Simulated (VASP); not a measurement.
# Sb (I4/mmm) in VASP: a series of runs, part 2 of 2

VASP 6.6.1.

### Step 4. Single point, PBE

INCAR

```
PREC = Accurate
ENCUT = 500
EDIFF = 1E-6
ISMEAR = 0
SIGMA = 0.02
LREAL = F
LASPH = T
NELM = 80
ALGO = Normal
ISIF = 2
LWAVE = F
LCHARG = T
GGA = PE
LELF = T
LVHAR = T
NBANDS = 14
```

KPOINTS

```
Automatic mesh
0
Gamma
  8 8 8
```

POSCAR

```
Sb
1.0
   -1.5765401831      1.5765401831      2.7119384313
    1.5765401831     -1.5765401831      2.7119384313
    1.5765401831      1.5765401831     -2.7119384313
Sb
1
Direct
    0.0000000000      0.0000000000      0.0000000000
```

Potentials or basis: VASP PAW PBE potentials, release 64 (Sb_d_GW).

Launch:

```bash
$ cat potpaw_PBE.64/Sb_d_GW/POTCAR > POTCAR
$ mpirun -np 1 vasp_std > vasp.out
```

OUTCAR:

```text
PREC = Accurate
   ENCUT = 500
   EDIFF = 1E-6
   ISMEAR = 0
   LREAL = F
   LASPH = T
   NELM = 80
   ISIF = 2
   GGA = PE

 ion  position               nearest neighbor table
   1  0.000  0.000  0.000-

  LATTYP: Found a body centered tetragonal cell.
 ALAT       =     3.1530803662
 C/A-ratio  =     1.7201835135

  Lattice vectors:

 A1 = (  -1.5765401831,   1.5765401831,   2.7119384313)
 A2 = (   1.5765401831,  -1.5765401831,   2.7119384313)
 A3 = (   1.5765401831,   1.5765401831,  -2.7119384313)

Analysis of symmetry for initial positions (statically):
=====================================================================
 Subroutine PRICEL returns:
 Original cell was already a primitive cell.

 Routine SETGRP: Setting up the symmetry group for a
 body centered tetragonal supercell.

 Subroutine GETGRP returns: Found 16 space group operations
 (whereof 16 operations were pure point group operations)
 out of a pool of 16 trial point group operations.

The static configuration has the point symmetry D_4h.

Analysis of symmetry for dynamics (positions and initial velocities):
=====================================================================
 Subroutine PRICEL returns:
 Original cell was already a primitive cell.

 Routine SETGRP: Setting up the symmetry group for a
 body centered tetragonal supercell.

 Subroutine GETGRP returns: Found 16 space group operations
 (whereof 16 operations were pure point group operations)
 out of a pool of 16 trial point group operations.

The dynamic configuration has the point symmetry D_4h.

 Subroutine INISYM returns: Found 16 space group operations
 (whereof 16 operations are pure point group operations),
 and found     1 'primitive' translations

----------------------------------------------------------------------------------------

                                     Primitive cell

  volume of cell :      26.9619

  direct lattice vectors                    reciprocal lattice vectors
    -1.576540183  1.576540183  2.711938431     0.000000000  0.317150178  0.184369967
     1.576540183 -1.576540183  2.711938431     0.317150178  0.000000000  0.184369967
     1.576540183  1.576540183 -2.711938431     0.317150178  0.317150178  0.000000000

  length of vectors
     3.510778824  3.510778824  3.510778824     0.366846726  0.366846726  0.448518083

  position of ions in fractional coordinates (direct lattice)
     0.000000000  0.000000000  0.000000000

  ion indices of the primitive-cell ions
   primitive index   ion index
                 1           1

----------------------------------------------------------------------------------------

 KPOINTS: Automatic mesh

Automatic generation of k-mesh.
 Grid dimensions read from file:
 generate k-points for:    8    8    8

 Generating k-lattice:

  Cartesian coordinates                     Fractional coordinates (reciprocal lattice)
     0.000000000  0.039643772  0.023046246     0.125000000  0.000000000  0.000000000
     0.039643772  0.000000000  0.023046246     0.000000000  0.125000000  0.000000000
     0.039643772  0.039643772  0.000000000     0.000000000  0.000000000  0.125000000

  Length of vectors
     0.045855841  0.045855841  0.056064760

  Shift w.r.t. Gamma in fractional coordinates (k-lattice)
     0.000000000  0.000000000  0.000000000

 Subroutine IBZKPT returns following result:
 ===========================================

 Found     59 irreducible k-points:

 Following reciprocal coordinates:
            Coordinates               Weight
  0.000000  0.000000  0.000000      1.000000
  0.125000  0.000000  0.000000      8.000000
  0.250000  0.000000  0.000000      8.000000
  0.375000  0.000000 -0.000000      8.000000
  0.500000  0.000000  0.000000      4.000000
  0.125000  0.125000 -0.000000      8.000000
[... 16 lines left out ...]
  0.250000  0.125000  0.125000     16.000000
  0.375000  0.125000  0.125000      8.000000
 [... further k-points ...]
   k-points           NKPTS =     59   k-points in BZ     NKDIM =     59   number of bands    NBANDS=     14
   number of dos      NEDOS =    301   number of ions     NIONS =      1
   total plane-waves  NPLWV =  21952
   dimension x,y,z NGX =    28 NGY =   28 NGZ =   28
   dimension x,y,z NGXF=    56 NGYF=   56 NGZF=   56
   ions per type =               1
   NGX,Y,Z   is equivalent  to a cutoff of  13.26, 13.26, 13.26 a.u.
   NGXF,Y,Z  is equivalent  to a cutoff of  26.52, 26.52, 26.52 a.u.
 SYSTEM =  unknown system
   PREC   = accura    normal or accurate (medium, high low for compatibility)
   ISTART =      0    job   : 0-new  1-cont  2-samecut
   ICHARG =      2    charge: 1-file 2-atom 10-const
   ISPIN  =      1    spin polarized calculation?
   LNONCOLLINEAR =      F non collinear calculations
   LSORBIT =      F    spin-orbit coupling
   LASPH  =      T    aspherical Exc in radial PAW
   ENCUT  =  500.0 eV  36.75 Ry    6.06 a.u.   6.40  6.40  6.40*2*pi/ulx,y,z
   NELM   =     80;   NELMIN=  2; NELMDL= -5     # of ELM steps
   EDIFF  = 0.1E-05   stopping-criterion for ELM
   LREAL  =      F    real-space projection
   EDIFFG = 0.1E-04   stopping-criterion for IOM
   NSW    =      0    number of steps for IOM
   IBRION =     -1    ionic relax: 0-MD 1-quasi-New 2-CG
   NFREE  =      0    steps in history (QN), initial steepest desc. (CG)
   ISIF   =      2    stress and relaxation
   ISYM   =      2    0-nonsym 1-usesym 2-fastsym
   POTIM  = 0.5000    time-step for ionic-motion
   TEBEG  =    0.0;   TEEND  =   0.0 temperature during run
   PSTRESS=    0.0 pullay stress
   NELECT =      15.0000    total number of electrons
   NUPDOWN=      -1.0000    fix difference up-down
   EMIN   =  10.00;   EMAX   =-10.00  energy-range for DOS
   EFERMI =   0.00;   METHOD = LEGACY
   ISMEAR =     0;   SIGMA  =   0.02  broadening in eV -4-tet -1-fermi 0-gaus
   EFERMI_NEDOS =   21; number of points for ismear=-14 and -15
   IALGO  =     38    algorithm
   IMIX   =      4    mixing-type and parameters
     AMIX     =   0.40;   BMIX     =  1.00
     AMIX_MAG =   1.60;   BMIX_MAG =  1.00
  volume/ion in A,a.u.               =      26.96       181.95
  Fermi-wavevector in a.u.,A,eV,Ry     =   1.346445  2.544412 24.666194  1.812914
  Thomas-Fermi vector in A             =   2.474276
   LORBIT       =      0    0 simple, 1 ext, 2 COOP (PROOUT), +10 PAW based schemes
   GGA     = PE    functional components
   LHFCALC =     F    Hartree Fock is set to
   AEXX    =    0.0000 exact exchange contribution
   IVDW    =     0    specifies the selected vdW correction
   LEPSILON=     F    determine dielectric tensor
   LRPA    =     F    only Hartree local field effects (RPA)
 non-spin polarized calculation
 Gauss-broadening in eV      SIGMA  =   0.02
  energy-cutoff  :      500.00
  volume of cell :       26.96
 maximum number of plane-waves:       698
 NGX is ok and might be reduce to    28
   NGX = 13   NGY = 13   NGZ = 13

 number of electron      15.0000006 magnetization

 Free energy of the ion-electron system (eV)
  ---------------------------------------------------
  ext. energy  EPLUGINS =         0.00000000
  ---------------------------------------------------
  free energy    TOTEN  =        -3.84152973 eV

  energy without entropy =       -3.84142102  energy(sigma->0) =       -3.84147538

 E-fermi :   6.5509     XC(G=0): -10.6268

 val. band max:        6.4697597971   @ k =  -0.3750   0.5000   0.3750
 cond. band min:       6.5726177239   @ k =   0.2500   0.1250   0.1250
 fundamental gap:      0.1028579268
 Fermi energy:         6.5509214863

 k-point     1 :       0.0000    0.0000    0.0000
  band No.  band energies     occupation
      1     -23.0391      2.00000
      2     -22.9820      2.00000
      3     -22.9492      2.00000
      4     -22.9492      2.00000
      5     -22.9051      2.00000
      6      -6.5894      2.00000
      7      11.0081      0.00000
      8      11.7763      0.00000
      9      11.7763      0.00000
     10      16.2777      0.00000
     11      16.9386      0.00000
     12      17.4917      0.00000
     13      17.7196      0.00000
     14      17.7204      0.00000
[... 377 lines left out ...]
      1     -22.9719      2.00000
      2     -22.9651      2.00000
      3     -22.9412      2.00000
      4     -22.9357      2.00000
      5     -22.8751      2.00000
      6      -1.8831      2.00000
      7       1.4740      2.00000
      8       6.8992      0.00000
      9       7.8505      0.00000
     10      12.5518      0.00000
     11      13.3675      0.00000
     12      18.9969      0.00000
     13      19.8683      0.00000
     14      23.4654      0.00000

 [... further k-points ...]

------------------------ aborting loop because EDIFF is reached ----------------------------------------

  FORCE on cell =-STRESS in cart. coord.  units (eV):
  Direction    XX          YY          ZZ          XY          YZ          ZX
  --------------------------------------------------------------------------------------
  -------------------------------------------------------------------------------------
  Total        0.2318627      0.2318627      0.3155246      0.0000000     -0.0000000      0.0000000
  in kB       13.7781680     13.7781680     18.7496820      0.0000000     -0.0000000      0.0000000
  external PRESSURE =      15.4353394 kB  Pullay stress =       0.0000000 kB

 VOLUME and BASIS-vectors are now :
 -----------------------------------------------------------------------------
  energy-cutoff  :      500.00
  volume of cell :       26.96
      direct lattice vectors                 reciprocal lattice vectors
    -1.576540183  1.576540183  2.711938431     0.000000000  0.317150178  0.184369967
     1.576540183 -1.576540183  2.711938431     0.317150178  0.000000000  0.184369967
     1.576540183  1.576540183 -2.711938431     0.317150178  0.317150178  0.000000000

 POSITION                                       TOTAL-FORCE (eV/Angst)
 -----------------------------------------------------------------------------------
      0.00000      0.00000      0.00000        -0.000000      0.000000      0.000000
 -----------------------------------------------------------------------------------
    total drift:                               -0.000000     -0.000000     -0.000000

  FREE ENERGIE OF THE ION-ELECTRON SYSTEM (eV)
  ---------------------------------------------------
  free  energy   TOTEN  =        -3.8415297327 eV

  energy  without entropy=       -3.8414210179  energy(sigma->0) =       -3.84147538
```

OSZICAR:

```text
N       E                     dE             d eps       ncg     rms          rms(c)
DAV:   1     0.850762461840E+02    0.85076E+02   -0.47987E+03  2098   0.100E+04
DAV:   2     0.347664313070E+01   -0.81600E+02   -0.78812E+02  2696   0.920E+02
DAV:   3    -0.370678885813E+01   -0.71834E+01   -0.71649E+01  2476   0.112E+02
DAV:   4    -0.384200754778E+01   -0.13522E+00   -0.13518E+00  2338   0.118E+01
DAV:   5    -0.384704193920E+01   -0.50344E-02   -0.50342E-02  2242   0.213E+00    0.296E+00
DAV:   6    -0.384282926430E+01    0.42127E-02   -0.54214E-03  2556   0.564E+00    0.178E+00
DAV:   7    -0.384154734398E+01    0.12819E-02   -0.49977E-03  2472   0.434E+00    0.769E-02
DAV:   8    -0.384152601669E+01    0.21327E-04   -0.76706E-04  2754   0.184E+00    0.311E-02
DAV:   9    -0.384153025450E+01   -0.42378E-05   -0.78069E-06  2574   0.646E-02    0.148E-02
DAV:  10    -0.384152973273E+01    0.52178E-06   -0.42993E-07  1582   0.299E-02
   1 F= -.38415297E+01 E0= -.38414754E+01  d E =-.108715E-03
```

Run time: 22 s. Hardware: 1 thread of Intel Xeon Platinum 8259CL at 2.50GHz (Skylake/Cascade Lake), shared host; peak memory 0.18 GiB.

What came out:

- Free energy: -3.8415 eV
- Pressure: 1.5 GPa
- Band gap on the k mesh: none (metal or under the smearing width)

Levels at points of the mesh, in eV from the Fermi level:
```csv
k point,band 6,band 7,band 8,band 9,band 10,band 11
"(0.00, 0.00, 0.00)",-13.14,4.46,5.23,5.23,9.73,10.39
"(0.50, 0.00, 0.00)",-9.31,-5.99,1.59,5.17,6.04,10.23
"(0.50, 0.50, 0.00)",-6.83,-4.59,-1.22,0.42,3.30,4.24
"(0.50, 0.50, 0.50)",-9.46,-5.85,1.92,1.92,5.83,6.00
```

Spin-orbit coupling is left out, which matters for the levels of Sb.
